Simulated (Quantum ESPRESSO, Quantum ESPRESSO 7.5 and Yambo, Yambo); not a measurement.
## BN (Qingsongite): G0W0 with Yambo, start to end

Wanted: ground state, empty states, screening and self-energy for BN (Qingsongite).

Main program and level: Quantum ESPRESSO 7.5 and Yambo 5.3.0; PBE and many-body steps on it, plane waves.

## (1) The starting structure

It takes space group F-43m (No. 216, cubic). The conventional cell has a = 3.615 Å, b = 3.615 Å, c = 3.615 Å, α = 90.00°, β = 90.00°, γ = 90.00°. Nearest to B lie 4 N at 1.57 Å. Nearest to N lie 4 B at 1.57 Å. Farther neighbours and most contacts between anions are not listed.

The cell and positions come from the Crystallography Open Database and are kept as given unless a step says otherwise.

## (2) Ground state

This step: Quantum ESPRESSO 7.5; DFT, PBE, plane waves, norm-conserving pseudopotentials.

The ground-state density comes first.

Contents of pw.in:

```
&control
  calculation = 'scf'
  prefix = 'x'
  outdir = 'o'
  pseudo_dir = 'pseudo'
/
&system
  ibrav = 0
  nat = 2
  ntyp = 2
  ecutwfc = 72.0
  nbnd = 9
  force_symmorphic = .true.
/
&electrons
  conv_thr = 1e-10
  electron_maxstep = 80
  mixing_beta = 0.5
/
ATOMIC_SPECIES
  B 10.81 B.upf
  N 14.007 N.upf
CELL_PARAMETERS angstrom
  -0.0000000000 1.8075000000 1.8075000000
  1.8075000000 0.0000000000 1.8075000000
  1.8075000000 1.8075000000 -0.0000000000
ATOMIC_POSITIONS crystal
  B 0.0000000000 0.0000000000 0.0000000000
  N 0.2500000000 0.2500000000 0.2500000000
K_POINTS automatic
  10 10 10 0 0 0
```

The run is started by

```bash
> OMP_NUM_THREADS=1 mpirun -n 8 pw.x -nk 8 -in pw.in > pw.out
```

Log:

```text
Program PWSCF v.7.5 starts

     This program is part of the open-source Quantum ESPRESSO suite
     for quantum simulation of materials; please cite
         "P. Giannozzi et al., J. Phys.:Condens. Matter 21 395502 (2009);
         "P. Giannozzi et al., J. Phys.:Condens. Matter 29 465901 (2017);
         "P. Giannozzi et al., J. Chem. Phys. 152 154105 (2020);
     in publications or presentations arising from this work. More details at
     Message from routine setup:
     using ibrav=0 with symmetry is DISCOURAGED, use correct ibrav instead

     G-vector sticks info

     bravais-lattice index     =            0
     lattice parameter (alat)  =       4.8305  a.u.
     unit-cell volume          =      79.7006 (a.u.)^3
     number of atoms/cell      =            2
     number of atomic types    =            2
     number of electrons       =         8.00
     number of Kohn-Sham states=            9
     kinetic-energy cutoff     =      72.0000  Ry
     charge density cutoff     =     288.0000  Ry
     scf convergence threshold =      1.0E-10
     mixing beta               =       0.5000
     number of iterations used =            8  plain     mixing
     Exchange-correlation= PBE
                           (   1   4   3   4   0   0   0)

     celldm(1)=   4.830501  celldm(2)=   0.000000  celldm(3)=   0.000000
     celldm(4)=   0.000000  celldm(5)=   0.000000  celldm(6)=   0.000000

     crystal axes: (cart. coord. in units of alat)
               a(1) = (  -0.000000   0.707107   0.707107 )
               a(2) = (   0.707107   0.000000   0.707107 )
               a(3) = (   0.707107   0.707107  -0.000000 )

     reciprocal axes: (cart. coord. in units 2 pi/alat)
               b(1) = ( -0.707107  0.707107  0.707107 )
               b(2) = (  0.707107 -0.707107  0.707107 )
               b(3) = (  0.707107  0.707107 -0.707107 )
     Pseudo is Norm-conserving + core correction, Zval =  3.0
     Generated using ONCVPSP code by D. R. Hamann
     Using radial grid of 1534 points,  4 beta functions with:
     Pseudo is Norm-conserving + core correction, Zval =  5.0
     Generated using ONCVPSP code by D. R. Hamann
     Using radial grid of 1058 points,  4 beta functions with:
     B                 3.00    10.81000     B ( 1.00)
     N                 5.00    14.00700     N ( 1.00)

     24 Sym. Ops. (no inversion) found

   Cartesian axes

     site n.     atom                  positions (alat units)
         1        B      tau(   1) = (   0.0000000   0.0000000   0.0000000  )
         2        N      tau(   2) = (   0.3535534   0.3535534   0.3535534  )

     number of k points=    47
                       cart. coord. in units 2pi/alat
        k(    1) = (   0.0000000   0.0000000   0.0000000), wk =   0.0020000
        k(    2) = (   0.0707107   0.0707107  -0.0707107), wk =   0.0160000
        k(    3) = (   0.1414214   0.1414214  -0.1414214), wk =   0.0160000
        k(    4) = (   0.2121320   0.2121320  -0.2121320), wk =   0.0160000
        k(    5) = (   0.2828427   0.2828427  -0.2828427), wk =   0.0160000
        k(    6) = (  -0.3535534  -0.3535534   0.3535534), wk =   0.0080000
        k(    7) = (   0.1414214  -0.0000000   0.0000000), wk =   0.0120000
        k(    8) = (   0.2121320   0.0707107  -0.0707107), wk =   0.0480000
        k(    9) = (   0.2828427   0.1414214  -0.1414214), wk =   0.0480000
        k(   10) = (   0.3535534   0.2121320  -0.2121320), wk =   0.0480000
     [... 35 further rows ...]
        k(   46) = (  -0.0707107  -0.3535534   0.6363961), wk =   0.0480000
        k(   47) = (  -0.7071068   0.2828427   0.0000000), wk =   0.0240000

     Dense  grid:     6615 G-vectors     FFT dimensions: (  27,  27,  27)

     Initial potential from superposition of free atoms

     starting charge       7.9997, renormalised to       8.0000
     Starting wfcs are    8 randomized atomic wfcs +    1 random wfcs

     per-process dynamical memory:     8.8 Mb

     Self-consistent Calculation

     iteration #  1     ecut=    72.00 Ry     beta= 0.50

     total energy              =     -26.76617284 Ry
     estimated scf accuracy    <       0.21319124 Ry

     iteration #  2     ecut=    72.00 Ry     beta= 0.50

     total energy              =     -26.80345217 Ry
     estimated scf accuracy    <       0.02068645 Ry

     iteration #  3     ecut=    72.00 Ry     beta= 0.50

     total energy              =     -26.80510299 Ry
     estimated scf accuracy    <       0.00335566 Ry

     iteration #  4     ecut=    72.00 Ry     beta= 0.50

     total energy              =     -26.80524851 Ry
     estimated scf accuracy    <       0.00004920 Ry

     iteration #  5     ecut=    72.00 Ry     beta= 0.50

     total energy              =     -26.80525909 Ry
     estimated scf accuracy    <       0.00000718 Ry

     iteration #  6     ecut=    72.00 Ry     beta= 0.50

     total energy              =     -26.80526036 Ry
     estimated scf accuracy    <       0.00000002 Ry

     iteration #  7     ecut=    72.00 Ry     beta= 0.50

     total energy              =     -26.80526038 Ry
     estimated scf accuracy    <       0.00000002 Ry

     iteration #  8     ecut=    72.00 Ry     beta= 0.50

     total energy              =     -26.80526038 Ry
     estimated scf accuracy    <          2.5E-10 Ry

     iteration #  9     ecut=    72.00 Ry     beta= 0.50

     End of self-consistent calculation

          k = 0.0000 0.0000 0.0000 (   869 PWs)   bands (ev):

    -9.0548  11.1555  11.1555  11.1555  20.0337  20.0337  20.0337  21.5215
    35.9011

          k = 0.0707 0.0707-0.0707 (   845 PWs)   bands (ev):

    -8.8117   9.8911  10.9021  10.9021  20.3025  20.4162  20.4162  22.3128
    35.6286

          k = 0.1414 0.1414-0.1414 (   827 PWs)   bands (ev):

    -8.0960   7.1806  10.3308  10.3308  20.6759  21.2102  21.2102  23.9653
    34.9452

          k = 0.2121 0.2121-0.2121 (   827 PWs)   bands (ev):

     [... further k-points ...]

     highest occupied, lowest unoccupied level (ev):    11.1555   15.6904

!    total energy              =     -26.80526038 Ry
     estimated scf accuracy    <          3.9E-11 Ry

     The total energy is the sum of the following terms:
     one-electron contribution =       4.69584413 Ry
     hartree contribution      =       3.58366406 Ry
     xc contribution           =      -8.74398267 Ry
     ewald contribution        =     -26.34078590 Ry

     convergence has been achieved in   9 iterations

     XML data file, charge density, pseudopotentials, collected wavefunctions

=------------------------------------------------------------------------------=
   JOB DONE.
=------------------------------------------------------------------------------=
```

Run time: 1.6 s. Hardware: 8 MPI ranks of Arm Neoverse V1, shared host; peak memory 0.05 GiB; 12 s of CPU time.

This step gave:

| Quantity | Value |
| --- | --- |
| total energy | -364.7041 eV |
| gap | 4.535 eV |
| k of the valence top | 0, 0, 0 |
| k of the conduction bottom | 0, -0.5, -0.5 |
| least direct gap | 8.878 eV |

The gap is indirect, with the least direct gap 4.34 eV higher.

## (3) Bands along the symmetry lines

The cheap functional maps the bands first; the places of the edges decide which points the dearer methods must see.

Contents of pw.in:

```
&control
  calculation = 'bands'
  prefix = 'x'
  outdir = 'o'
  pseudo_dir = 'pseudo'
/
&system
  ibrav = 0
  nat = 2
  ntyp = 2
  ecutwfc = 72.0
  nbnd = 10
  force_symmorphic = .true.
/
&electrons
  conv_thr = 1e-9
  electron_maxstep = 80
  diago_full_acc = .true.
  diago_thr_init = 5e-6
/
ATOMIC_SPECIES
  B 10.81 B.upf
  N 14.007 N.upf
CELL_PARAMETERS angstrom
  -0.0000000000 1.8075000000 1.8075000000
  1.8075000000 0.0000000000 1.8075000000
  1.8075000000 1.8075000000 -0.0000000000
ATOMIC_POSITIONS crystal
  B 0.0000000000 0.0000000000 0.0000000000
  N 0.2500000000 0.2500000000 0.2500000000
K_POINTS crystal
  50
  0.00000000 0.00000000 0.00000000 1
  -0.06250000 -0.06250000 0.00000000 1
  -0.12500000 -0.12500000 0.00000000 1
  -0.18750000 -0.18750000 0.00000000 1
  -0.25000000 -0.25000000 0.00000000 1
  -0.31250000 -0.31250000 0.00000000 1
  -0.37500000 -0.37500000 0.00000000 1
  -0.43750000 -0.43750000 0.00000000 1
  -0.50000000 -0.50000000 0.00000000 1
  -0.48437500 -0.48437500 0.03125000 1
  -0.46875000 -0.46875000 0.06250000 1
  -0.45312500 -0.45312500 0.09375000 1
  -0.43750000 -0.43750000 0.12500000 1
  -0.42187500 -0.42187500 0.15625000 1
  -0.40625000 -0.40625000 0.18750000 1
  -0.39062500 -0.39062500 0.21875000 1
  -0.37500000 -0.37500000 0.25000000 1
  -0.37500000 0.00000000 0.37500000 1
  -0.32812500 0.00000000 0.32812500 1
  -0.28125000 0.00000000 0.28125000 1
  -0.23437500 0.00000000 0.23437500 1
  -0.18750000 0.00000000 0.18750000 1
  -0.14062500 0.00000000 0.14062500 1
  -0.09375000 0.00000000 0.09375000 1
  -0.04687500 0.00000000 0.04687500 1
  0.00000000 0.00000000 0.00000000 1
  0.00000000 0.00000000 0.06250000 1
  0.00000000 0.00000000 0.12500000 1
  0.00000000 0.00000000 0.18750000 1
  0.00000000 0.00000000 0.25000000 1
  0.00000000 0.00000000 0.31250000 1
  0.00000000 0.00000000 0.37500000 1
  0.00000000 0.00000000 0.43750000 1
  -0.00000000 -0.00000000 0.50000000 1
  -0.06250000 -0.03125000 0.46875000 1
  -0.12500000 -0.06250000 0.43750000 1
  -0.18750000 -0.09375000 0.40625000 1
  -0.25000000 -0.12500000 0.37500000 1
  -0.31250000 -0.15625000 0.34375000 1
  -0.37500000 -0.18750000 0.31250000 1
  -0.43750000 -0.21875000 0.28125000 1
  -0.50000000 -0.25000000 0.25000000 1
  -0.50000000 -0.28125000 0.21875000 1
  -0.50000000 -0.31250000 0.18750000 1
  -0.50000000 -0.34375000 0.15625000 1
  -0.50000000 -0.37500000 0.12500000 1
  -0.50000000 -0.40625000 0.09375000 1
  -0.50000000 -0.43750000 0.06250000 1
  -0.50000000 -0.46875000 0.03125000 1
  -0.50000000 -0.50000000 0.00000000 1
```

Log:

```text
[banner, memory and clock lines left out]
Program PWSCF v.7.5 starts

     Atomic positions and unit cell read from directory:
     o/x.save/

     Message from routine setup:
     using ibrav=0 with symmetry is DISCOURAGED, use correct ibrav instead

     G-vector sticks info

     bravais-lattice index     =            0
     lattice parameter (alat)  =       4.8305  a.u.
     unit-cell volume          =      79.7006 (a.u.)^3
     number of atoms/cell      =            2
     number of atomic types    =            2
     number of electrons       =         8.00
     number of Kohn-Sham states=           10
     kinetic-energy cutoff     =      72.0000  Ry
     charge density cutoff     =     288.0000  Ry
     Exchange-correlation= PBE
                           (   1   4   3   4   0   0   0)

     celldm(1)=   4.830501  celldm(2)=   0.000000  celldm(3)=   0.000000
     celldm(4)=   0.000000  celldm(5)=   0.000000  celldm(6)=   0.000000

     crystal axes: (cart. coord. in units of alat)
               a(1) = (  -0.000000   0.707107   0.707107 )
               a(2) = (   0.707107   0.000000   0.707107 )
               a(3) = (   0.707107   0.707107  -0.000000 )

     reciprocal axes: (cart. coord. in units 2 pi/alat)
               b(1) = ( -0.707107  0.707107  0.707107 )
               b(2) = (  0.707107 -0.707107  0.707107 )
               b(3) = (  0.707107  0.707107 -0.707107 )
     Pseudo is Norm-conserving + core correction, Zval =  3.0
     Generated using ONCVPSP code by D. R. Hamann
     Using radial grid of 1534 points,  4 beta functions with:
     Pseudo is Norm-conserving + core correction, Zval =  5.0
     Generated using ONCVPSP code by D. R. Hamann
     Using radial grid of 1058 points,  4 beta functions with:
     B                 3.00    10.81000     B ( 1.00)
     N                 5.00    14.00700     N ( 1.00)

     24 Sym. Ops. (no inversion) found

   Cartesian axes

     site n.     atom                  positions (alat units)
         1        B      tau(   1) = (   0.0000000   0.0000000   0.0000000  )
         2        N      tau(   2) = (   0.3535534   0.3535534   0.3535534  )

     number of k points=    50
                       cart. coord. in units 2pi/alat
        k(    1) = (   0.0000000   0.0000000   0.0000000), wk =   0.0400000
        k(    2) = (   0.0000000   0.0000000  -0.0883883), wk =   0.0400000
        k(    3) = (   0.0000000   0.0000000  -0.1767767), wk =   0.0400000
[...]
[... 38 further rows ...]
        k(   49) = (   0.0441942  -0.0000000  -0.7071068), wk =   0.0400000
        k(   50) = (   0.0000000   0.0000000  -0.7071068), wk =   0.0400000

     Dense  grid:     6615 G-vectors     FFT dimensions: (  27,  27,  27)

     The potential is recalculated from file :
     o/x.save/charge-density

     Starting wfcs are    8 randomized atomic wfcs +    2 random wfcs

     Band Structure Calculation

     End of band structure calculation

          k = 0.0000 0.0000 0.0000 (   869 PWs)   bands (ev):

    -9.0548  11.1555  11.1555  11.1555  20.0337  20.0337  20.0337  21.5215
    35.9011  39.2726

          k = 0.0000 0.0000-0.0884 (   857 PWs)   bands (ev):

    -8.9278  10.8155  10.8352  10.8352  19.8241  20.4590  20.4590  21.9020
    35.1423  36.7893

          k = 0.0000 0.0000-0.1768 (   841 PWs)   bands (ev):

    -8.5501   9.9089  10.0461  10.0461  19.3628  21.5586  21.5586  22.6749
    32.1816  37.0834

          k = 0.0000-0.0000-0.2652 (   829 PWs)   bands (ev):

[...]
k = 0.0000 0.0000-0.3536 (   833 PWs)   bands (ev):

[...]
k =-0.0000 0.0000-0.4419 (   829 PWs)   bands (ev):

[...]
k = 0.0000-0.0000-0.5303 (   817 PWs)   bands (ev):

[...]
k = 0.0000-0.0000-0.6187 (   810 PWs)   bands (ev):

[...]
k = 0.0000 0.0000 0.0000 (   869 PWs)   bands (ev):

[...]
k = 0.2652 0.0000-0.7071 (   812 PWs)   bands (ev):

[...]
k = 0.0884-0.0000-0.7071 (   814 PWs)   bands (ev):

[...]
k = 0.0442-0.0000-0.7071 (   806 PWs)   bands (ev):

    -3.4542   2.2754   6.1761   6.1910  15.8382  20.6095  28.9582  29.0458
    31.8558  38.3072

          k = 0.0000 0.0000-0.7071 (   806 PWs)   bands (ev):

    -3.4651   2.2487   6.2483   6.2483  15.6904  20.4971  29.0656  29.0656
    31.9168  38.3936

     XML data file, pseudopotentials, collected wavefunctions
```

Elapsed: 1.2 s, on 8 MPI ranks; peak memory 0.05 GiB.

Numbers from this step:

```yaml
gap: 4.535 eV
k_of_the_valence_top: 0, 0, 0
k_of_the_conduction_bottom: -0.5, -0.5, 0
least_direct_gap: 8.878 eV
```

The gap is 4.535 eV, as in the run before at this level.

The electronic bands at the labelled points (eV, zero at the top of the highest filled band; v1 is the highest filled band, c1 the lowest empty one):

| point | v4 | v3 | v2 | v1 | c1 | c2 | c3 | c4 |
| --- | --- | --- | --- | --- | --- | --- | --- | --- |
| Γ | -20.21 | 0.00 | 0.00 | 0.00 | 8.88 | 8.88 | 8.88 | 10.37 |
| halfway | -18.25 | -3.97 | -3.01 | -3.01 | 6.86 | 11.62 | 13.48 | 13.48 |
| X | -14.62 | -8.91 | -4.91 | -4.91 | 4.53 | 9.34 | 17.91 | 17.91 |
| halfway | -14.55 | -8.69 | -5.96 | -4.69 | 5.49 | 10.28 | 17.32 | 17.54 |
| U | -14.54 | -8.12 | -7.66 | -4.08 | 6.98 | 12.95 | 15.84 | 16.68 |
| jump to K | -14.54 | -8.12 | -7.66 | -4.08 | 6.98 | 12.95 | 15.84 | 16.68 |
| halfway | -18.03 | -5.73 | -3.91 | -1.12 | 10.71 | 10.76 | 11.24 | 13.58 |
| Γ | -20.21 | 0.00 | 0.00 | 0.00 | 8.88 | 8.88 | 8.88 | 10.37 |
| halfway | -18.73 | -5.47 | -1.13 | -1.13 | 9.70 | 10.40 | 10.40 | 13.57 |
| L | -15.99 | -10.68 | -1.94 | -1.94 | 10.21 | 10.78 | 10.78 | 15.26 |
| halfway | -15.29 | -9.69 | -4.82 | -3.45 | 9.66 | 11.24 | 14.40 | 15.79 |
| W | -14.31 | -7.58 | -6.96 | -6.50 | 9.65 | 13.35 | 14.61 | 14.69 |
| halfway | -14.47 | -8.49 | -5.77 | -5.71 | 6.58 | 11.00 | 16.25 | 17.43 |
| X | -14.62 | -8.91 | -4.91 | -4.91 | 4.53 | 9.34 | 17.91 | 17.91 |

The electronic bands as a text plot (rows in eV, shown from -8.0 to 10.5 only):

```
   10.1 |+ ++     +    +      ++ ++++ ++   +++++++++++        ++
    9.4 | +        ++++     ++     +++  +++++         ++++++    +
    8.6 |++                           ++                    +
    7.8 |  +++             +
    7.1 |     ++          +
    6.3 |       ++       +                                   +
    5.5 |         +    ++                                     +
    4.7 |          ++++                                        ++
    4.0 |
    3.2 |
    2.4 |
    1.7 |
    0.9 |
    0.1 |*                         ******
   -0.7 | *                      **  *  ****
   -1.4 |  **                   *  **       ****
   -2.2 |    *                ** ****    **     *****
   -3.0 |     **            **                      **
   -3.8 |     ****        **    ***        *         **
   -4.5 |         ********                            **
   -5.3 |       **    *       **            *           *     ***
   -6.1 |              **   **  *                      * * ***
   -6.8 |         *           **                        ****
   -7.6 |                ***                 **          ***
         Γ           X  U|K            Γ         L        W     X
```

(Part 1 of 3 ends here.)

[Paths, hosts, dates, memory and timing lines, banners, echoed tables and standing remarks are left out of the program output.]

[Logs are printed without paths, hosts, clocks, repeated set-up lines and the standing remarks that a program may print on its own settings, such as how far it seeks lower states.]

[Runs of the session that timed out or met a known fault of the program may be left out.]

[Hosts, paths, dates, database ids (printed as entryN), source tags and the programs' standing remarks are cut or masked in the printed files.]
